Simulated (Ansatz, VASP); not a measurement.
TaS2 in VASP and in Ansatz

INCAR

```
SYSTEM = TaS2
PREC     = Accurate       ! precision mode
ENCUT    = 520            ! plane-wave cutoff, eV
EDIFF    = 1E-6           ! SCF threshold, eV
ISMEAR   = 0              ! smearing method
SIGMA    = 0.05           ! smearing width, eV
LREAL    = .False.        ! projectors in reciprocal space
LASPH    = .True.         ! aspherical terms in the spheres
NELM     = 80             ! most SCF steps
ALGO     = Fast           ! electronic algorithm
ISIF     = 2              ! what is computed and relaxed
LWAVE    = .False.        ! write WAVECAR
LCHARG   = .False.        ! write CHGCAR
ISPIN    = 2              ! spin polarisation
MAGMOM   = 0.5 0 0        ! initial moments
LORBIT   = 11             ! projections on sites
LMAXMIX  = 4              ! l up to which the mixer works
LDAU     = .True.         ! DFT+U
LDAUTYPE = 2            
LDAUL    = 2 -1           ! shell
LDAUU    = 5 0            ! U, eV
LDAUJ    = 0 0          
LDAUPRINT= 1            
GGA      = PS             ! functional
```

The input KPOINTS:

```
Automatic mesh
0
Gamma
  7 7 3
  0 0 0
```

POSCAR

```
TaS2
1.0
    3.3500014000      0.0000000000      0.0000000000
   -1.6750007000      2.9011863100      0.0000000000
    0.0000000000      0.0000000000      5.8599987400
Ta S
1 2
Direct
    0.0000000000      0.0000000000      0.0000000000
    0.3333333333      0.6666666667      0.2500000000
    0.6666666667      0.3333333333      0.7500000000
```

File input.yaml:

```yaml
crystal:
  lattice:
    - [3.3500014, 0.0, 0.0]
    - [-1.6750007, 2.90118631, 0.0]
    - [0.0, 0.0, 5.85999874]
  atoms:
    - { symbol: Ta, position: [0.0, 0.0, 0.0], spin: 0.5 }
    - { symbol: S, position: [0.3333333333, 0.6666666667, 0.25] }
    - { symbol: S, position: [0.6666666667, 0.3333333333, 0.75] }
hamiltonian:
  xc: pbesol
  pseudopotentials: { kind: paw }
  hubbard: { sites: [{ species: Ta, l: d, u_eff: 5.0 }] }
magnetization:
  spin_polarized: true
kpoints:
  mp_grid: { grid: [7, 7, 3] }
scf:
  occupations: { method: gaussian, width: 0.05 }
output:
  forces: true
  stress: true
  eigenvalues: true
```

Alike in both runs: task single point; functional PBEsol; k mesh 7 × 7 × 3; occupations gaussian, width 0.05 eV; collinear spin, ferromagnetic start; Hubbard terms Ta d U = 5 eV.

|  | VASP | Ansatz |
| --- | --- | --- |
| version | VASP 6.6.1 | Ansatz 0.2.0 |
| potentials or method | VASP PAW PBE potentials, release 64 (Ta_pv, S) | Ansatz PAW |
| plane-wave cutoff (eV) | 520 | 420 |
| valence electrons in the cell | 23 | 25 |

VASP gave:

| Item | Value |
| --- | --- |
| gap on the k mesh at the Fermi level (eV) | none |
| pressure (GPa) | 10.4 |
| largest component of the traceless stress (GPa) | 1.73 |
| rms of the force components (eV/Å) | 0.703 |
| net moment per atom (μB) | 0.05 |
| size of the moment on the site where the two differ most (μB) | 0.13 |

Problem. Estimate Ansatz's values.

Solution. gap on the k mesh at the Fermi level (eV): none; pressure (GPa): 9.1; largest component of the traceless stress (GPa): 0.33; rms of the force components (eV/Å): 0.517; net moment per atom (μB): 0.27; size of the moment on the site where the two differ most (μB): 0.49.

The net moments differ so much that the two runs ended in different magnetic states, which moves the other rows too. Site moments also hang on the region over which each program counts them. The programs project onto different local orbitals, so the same U acts differently. Atom by atom the forces differ by 0.186 eV/Å (rms over components). A gap of «none» marks a metal or a gap that the smearing closes. The two sets of potentials don't hold the same shells in valence.

Caveats: this functional lacks dispersion, which binds the layers, so the pressure and a relaxed spacing across them are unreliable; the PAW data sets were made with another functional, which shifts forces and pressure a little (VASP); the magnetic or orbital state may not be the lowest (Ansatz); the PAW data sets come from PBE, with cores solved anew for the run's functional, which leaves a small shift of forces and pressure (Ansatz); forces of over 1 eV/Å show positions far from the minimum, so gaps and moduli don't describe the material at rest (Ansatz). The runs have no spin-orbit coupling, so splittings on Ta are missing. The state reached can hang on the start; a lower one may exist.
